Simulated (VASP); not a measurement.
# CdSe (F-43m) in VASP: electric field gradients with PBE

Aim: the electric field gradients of CdSe with PBE.

All numbers are computed with VASP 6.6.1; they aren't measurements. Logs are shortened: lines on timing, memory, paths and dates and some standing lists are left out, and cuts for length are marked.

## 1. The crystal as given

The structure is cubic, space group F-43m (No. 216). The conventional cell has a = 6.141 Å, b = 6.141 Å, c = 6.141 Å, α = 90.00°, β = 90.00°, γ = 90.00°. Around Cd (site symmetry -43m) lie 4 Se at 2.66 Å. Around Se (site symmetry -43m) lie 4 Cd at 2.66 Å.

Measurements of this composition are mostly on another form, of space group No. 186.

## 2. Electric field gradients, PBE, non-collinear spin, zero start, spin-orbit coupling

The input, INCAR:

```
SYSTEM = CdSe
  PREC = Accurate
  ENCUT = 520
  EDIFF = 1E-8
  ISMEAR = -1
  SIGMA = 0.03
  LREAL = .False.
  LASPH = .True.
  NELM = 150
  ALGO = Fast
  ISIF = 2
  LWAVE = .False.
  LCHARG = .False.
  MAGMOM = 0 0 0 0 0 0
  LORBIT = 11
  LSORBIT = .True.
  GGA_COMPAT = .False.
  LORBMOM = .True.
  GGA = PE
  LEFG = .True.
  NBANDS = 30
```

The input, KPOINTS:

```
regular mesh
0
Gamma
  8 8 8
  0 0 0
```

The input, POSCAR:

```
CdSe
1.0
    0.0000000000      3.0702711986      3.0702711986
    3.0702711986      0.0000000000      3.0702711986
    3.0702711986      3.0702711986      0.0000000000
Cd Se
1 1
Direct
    0.0000000000      0.0000000000      0.0000000000
    0.2500000000      0.2500000000      0.2500000000
```

Potentials or basis: VASP PAW PBE potentials, release 64 (Cd, Se).

Command:

```sh
> cat potpaw_PBE.64/Cd/POTCAR potpaw_PBE.64/Se/POTCAR > POTCAR
> mpirun -np 1 vasp_ncl > vasp.out
```

OUTCAR:

```text
SYSTEM = CdSe
   PREC = Accurate
   ENCUT = 520
   EDIFF = 1E-8
   ISMEAR = -1
   LREAL = .False.
   LASPH = .True.
   NELM = 150
   ISIF = 2
   LORBIT = 11
   LSORBIT = .True.
   GGA = PE

 ion  position               nearest neighbor table
   1  0.000  0.000  0.000-   2 2.66   2 2.66   2 2.66   2 2.66
   2  0.250  0.250  0.250-   1 2.66   1 2.66   1 2.66   1 2.66

  LATTYP: Found a face centered cubic cell.
 ALAT       =     6.1405423972

  Lattice vectors:

 A1 = (   0.0000000000,   3.0702711986,   3.0702711986)
 A2 = (   3.0702711986,   0.0000000000,   3.0702711986)
 A3 = (   3.0702711986,   3.0702711986,   0.0000000000)

Analysis of symmetry for initial positions (statically):
=====================================================================
 Subroutine PRICEL returns:
 Original cell was already a primitive cell.

 Routine SETGRP: Setting up the symmetry group for a
 face centered cubic supercell.

 Subroutine GETGRP returns: Found 24 space group operations
 (whereof 24 operations were pure point group operations)
 out of a pool of 48 trial point group operations.

The static configuration has the point symmetry T_d .

Analysis of symmetry for dynamics (positions and initial velocities):
=====================================================================
 Subroutine PRICEL returns:
 Original cell was already a primitive cell.

 Routine SETGRP: Setting up the symmetry group for a
 face centered cubic supercell.

 Subroutine GETGRP returns: Found 24 space group operations
 (whereof 24 operations were pure point group operations)
 out of a pool of 48 trial point group operations.

The dynamic configuration has the point symmetry T_d .

Analysis of structural, dynamic, and magnetic symmetry:
=====================================================================
 Subroutine PRICEL returns:
 Original cell was already a primitive cell.

 Routine SETGRP: Setting up the symmetry group for a
 face centered cubic supercell.

 Subroutine GETGRP returns: Found 24 space group operations
 (whereof 24 operations were pure point group operations)
 out of a pool of 48 trial point group operations.

The overall configuration has the point symmetry T_d .

 Subroutine INISYM returns: Found 24 space group operations
 (whereof 24 operations are pure point group operations),
 and found     1 'primitive' translations

----------------------------------------------------------------------------------------

                                     Primitive cell

  volume of cell :      57.8842

  direct lattice vectors                    reciprocal lattice vectors
     0.000000000  3.070271199  3.070271199    -0.162852063  0.162852063  0.162852063
     3.070271199  0.000000000  3.070271199     0.162852063 -0.162852063  0.162852063
     3.070271199  3.070271199  0.000000000     0.162852063  0.162852063 -0.162852063

  length of vectors
     4.342019169  4.342019169  4.342019169     0.282068048  0.282068048  0.282068048

  position of ions in fractional coordinates (direct lattice)
     0.000000000  0.000000000  0.000000000
     0.250000000  0.250000000  0.250000000

  ion indices of the primitive-cell ions
   primitive index   ion index
                 1           1
                 2           2

----------------------------------------------------------------------------------------

 KPOINTS: regular mesh

Automatic generation of k-mesh.
 Grid dimensions read from file:
 generate k-points for:    8    8    8

 Generating k-lattice:

  Cartesian coordinates                     Fractional coordinates (reciprocal lattice)
    -0.020356508  0.020356508  0.020356508     0.125000000  0.000000000  0.000000000
[... 922 lines left out ...]
  external PRESSURE =      15.5196250 kB  Pullay stress =       0.0000000 kB

 VOLUME and BASIS-vectors are now :
 -----------------------------------------------------------------------------
  energy-cutoff  :      520.00
  volume of cell :       57.88
      direct lattice vectors                 reciprocal lattice vectors
     0.000000000  3.070271199  3.070271199    -0.162852063  0.162852063  0.162852063
     3.070271199  0.000000000  3.070271199     0.162852063 -0.162852063  0.162852063
     3.070271199  3.070271199  0.000000000     0.162852063  0.162852063 -0.162852063

 POSITION                                       TOTAL-FORCE (eV/Angst)
 -----------------------------------------------------------------------------------
      0.00000      0.00000      0.00000        -0.000000     -0.000000     -0.000000
      1.53514      1.53514      1.53514         0.000000      0.000000      0.000000
 -----------------------------------------------------------------------------------
    total drift:                                0.000000      0.000000      0.000000

  FREE ENERGIE OF THE ION-ELECTRON SYSTEM (eV)
  ---------------------------------------------------
  free  energy   TOTEN  =        -5.5391336110 eV

  energy  without entropy=       -5.5391314474  energy(sigma->0) =       -5.53913253

 Electric field gradients (V/A^2)
---------------------------------------------------------------------
 ion       V_xx      V_yy      V_zz      V_xy      V_xz      V_yz
---------------------------------------------------------------------
   1       0.000     0.000     0.000    -0.002    -0.002    -0.002
   2       0.000    -0.000     0.000     0.000     0.000     0.000
---------------------------------------------------------------------

 Electric field gradients after diagonalization (V/A^2)
 (convention: |V_zz| > |V_xx| > |V_yy|)
----------------------------------------------------------------------
 ion       V_xx      V_yy      V_zz     asymmetry (V_yy - V_xx)/ V_zz
----------------------------------------------------------------------
   1       0.002     0.002    -0.004       0.000
   2      -0.000    -0.000     0.001       0.000
----------------------------------------------------------------------

           NMR quadrupolar parameters

 Cq : quadrupolar parameter    Cq=e*Q*V_zz/h
 eta: asymmetry parameters     (V_yy - V_xx)/ V_zz
 Q  : nuclear electric quadrupole moment in mb (millibarn)
----------------------------------------------------------------------
 ion       Cq(MHz)       eta       Q (mb)
----------------------------------------------------------------------
   1      -0.000       0.000       1.000
   2       0.000       0.000       1.000
----------------------------------------------------------------------

 orbital moment (x)

 # of ion     p       d       tot
 ----------------------------------------
  1        -0.000  -0.000  -0.000
  2        -0.000  -0.000  -0.000
 ----------------------------------------
           -0.000  -0.000  -0.000

 orbital moment (y)

 # of ion     p       d       tot
 ----------------------------------------
  1         0.000  -0.000  -0.000
  2         0.000   0.000   0.000
 ----------------------------------------
            0.000  -0.000   0.000

 orbital moment (z)

 # of ion     p       d       tot
 ----------------------------------------
  1         0.000   0.000   0.000
  2         0.000   0.000   0.000
 ----------------------------------------
            0.000   0.000   0.000

 Spin-Orbit-Coupling matrix elements

 Ion:    1  E_soc:     -0.0576030
 l=   1
     0.0000000    -0.0026509    -0.0026509
    -0.0026509     0.0000000    -0.0026509
    -0.0026509    -0.0026509     0.0000000
 l=   2
     0.0000000    -0.0014083     0.0000000    -0.0014083    -0.0055413
    -0.0014083     0.0000000    -0.0041560    -0.0014083    -0.0013853
     0.0000000    -0.0041560     0.0000000    -0.0041560     0.0000000
    -0.0014083    -0.0014083    -0.0041560     0.0000000    -0.0013853
    -0.0055413    -0.0013853     0.0000000    -0.0013853     0.0000000
 l=   3
     0.0000000     0.0000000     0.0000000     0.0000000     0.0000000     0.0000000     0.0000000
     0.0000000     0.0000000     0.0000000     0.0000000     0.0000000     0.0000000     0.0000000
     0.0000000     0.0000000     0.0000000     0.0000000     0.0000000     0.0000000     0.0000000
     0.0000000     0.0000000     0.0000000     0.0000000     0.0000000     0.0000000     0.0000000
     0.0000000     0.0000000     0.0000000     0.0000000     0.0000000     0.0000000     0.0000000
     0.0000000     0.0000000     0.0000000     0.0000000     0.0000000     0.0000000     0.0000000
     0.0000000     0.0000000     0.0000000     0.0000000     0.0000000     0.0000000     0.0000000

 Ion:    2  E_soc:     -0.0401550
 l=   1
     0.0000000    -0.0066856    -0.0066856
    -0.0066856     0.0000000    -0.0066856
    -0.0066856    -0.0066856     0.0000000
 l=   2
     0.0000000    -0.0000033     0.0000000    -0.0000033    -0.0000036
    -0.0000033     0.0000000    -0.0000027    -0.0000033    -0.0000009
     0.0000000    -0.0000027     0.0000000    -0.0000027     0.0000000
    -0.0000033    -0.0000033    -0.0000027     0.0000000    -0.0000009
    -0.0000036    -0.0000009     0.0000000    -0.0000009     0.0000000
 l=   3
     0.0000000     0.0000000     0.0000000     0.0000000     0.0000000     0.0000000     0.0000000
     0.0000000     0.0000000     0.0000000     0.0000000     0.0000000     0.0000000     0.0000000
     0.0000000     0.0000000     0.0000000     0.0000000     0.0000000     0.0000000     0.0000000
     0.0000000     0.0000000     0.0000000     0.0000000     0.0000000     0.0000000     0.0000000
     0.0000000     0.0000000     0.0000000     0.0000000     0.0000000     0.0000000     0.0000000
     0.0000000     0.0000000     0.0000000     0.0000000     0.0000000     0.0000000     0.0000000
     0.0000000     0.0000000     0.0000000     0.0000000     0.0000000     0.0000000     0.0000000

 total charge

# of ion       s       p       d       tot
------------------------------------------
    1        0.441   0.300   9.554  10.295
    2        1.445   2.381   0.020   3.847
--------------------------------------------------
tot          1.886   2.682   9.574  14.142

 magnetization (x)

# of ion       s       p       d       tot
------------------------------------------
    1        0.000   0.000   0.000   0.000
    2        0.000  -0.000   0.000  -0.000
--------------------------------------------------
tot          0.000   0.000   0.000   0.000

 magnetization (y)

# of ion       s       p       d       tot
------------------------------------------
    1        0.000   0.000  -0.000   0.000
    2        0.000  -0.000   0.000  -0.000
--------------------------------------------------
tot          0.000   0.000  -0.000   0.000

 magnetization (z)

# of ion       s       p       d       tot
------------------------------------------
    1        0.000   0.000   0.000   0.000
    2        0.000   0.000  -0.000   0.000
--------------------------------------------------
tot          0.000   0.000   0.000   0.000
```

It took 93 s on 1 thread of Intel Xeon Platinum 8488C (Sapphire Rapids), shared host; peak memory 0.37 GiB.

What came out:

* Free energy: -5.5391 eV
* Pressure: 1.6 GPa
* Net moment: 0.00 μB per cell
* Valence electrons inside the program's atomic spheres: Cd 10.29; Se 3.85

Moments on the atoms (μB; x, y, z):
```
Cd  0.00 0.00 0.00
Se  0.00 0.00 0.00
```

Electric field gradients, principal values (V/Å²):
| atom | Vxx | Vyy | Vzz |
| --- | --- | --- | --- |
| 1 Cd | 0.002 | 0.002 | -0.004 |
| 2 Se | 0.000 | 0.000 | 0.001 |
